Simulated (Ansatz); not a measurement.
A 10-atom cell of SrTiO3 (I4/mcm) from a materials database, relaxed with r2SCAN. Space group I4/mcm (No. 140), tetragonal; a = 5.518 Å, c = 7.827 Å in the conventional setting, 11.92 Å³ an atom. Sr has 12 O at 2.67–2.86 Å; Ti has 6 O at 1.96 Å; O has 2 Ti at 1.96 Å and 4 Sr at 2.67–2.86 Å; O has 2 Ti at 1.96 Å and 4 Sr at 2.76 Å.

```
Sr Ti O
1.0
    -2.75891    2.75891    3.91361
     2.75891   -2.75891    3.91361
     2.75891    2.75891   -3.91361
Sr Ti O
2 2 6
Direct
  0.75000 0.25000 0.50000
  0.25000 0.75000 0.50000
  0.00000 0.00000 0.00000
  0.50000 0.50000 0.00000
  0.76690 0.26690 0.03380
  0.26690 0.23310 0.50000
  0.73310 0.76690 0.50000
  0.23310 0.73310 0.96620
  0.75000 0.75000 0.00000
  0.25000 0.25000 0.00000
```

3 runs of the PAW code Ansatz on this cell differ in the functional (and in the settings that go with it). Levels are in eV from each run's valence top; v1 is the last filled band, c1 the first empty one.

Run A, mean stress -1.9 GPa (compression positive):
```tsv
point	v2	v1	c1	c2
Γ	0.00	0.00	4.13	4.13
X	-0.74	-0.07	4.30	6.18
P	-0.65	-0.65	5.33	5.33
N	-0.64	-0.64	5.77	5.77
M	-0.72	-0.08	4.32	6.15
S	-1.00	-0.30	4.91	5.93
```

Run B, mean stress +4.0 GPa (compression positive):
```tsv
point	v2	v1	c1	c2
Γ	0.00	0.00	1.94	1.94
X	-0.68	-0.06	2.09	3.79
P	-0.61	-0.61	3.03	3.03
N	-0.59	-0.59	3.40	3.40
M	-0.66	-0.07	2.10	3.75
S	-0.94	-0.27	2.65	3.55
```

Run C, mean stress -1.8 GPa (compression positive):
```tsv
point	v2	v1	c1	c2
Γ	0.00	0.00	3.39	3.39
X	-0.75	-0.06	3.55	5.41
P	-0.65	-0.65	4.57	4.57
N	-0.64	-0.64	5.00	5.00
M	-0.73	-0.08	3.57	5.38
S	-1.00	-0.30	4.15	5.15
```

Question: Match the runs to PBE, HSE06, PBE0.

Answer: A is PBE0, B is PBE, C is HSE06. In order of the gap: PBE 1.94, HSE06 3.39, PBE0 4.13 eV.

The values are computed, spin-unpolarised, and not measurements.

The program warns that its thresholds are loose for a hybrid's stress.

The meshes of the hybrids are coarse, so their gaps aren't converged to the digits shown.
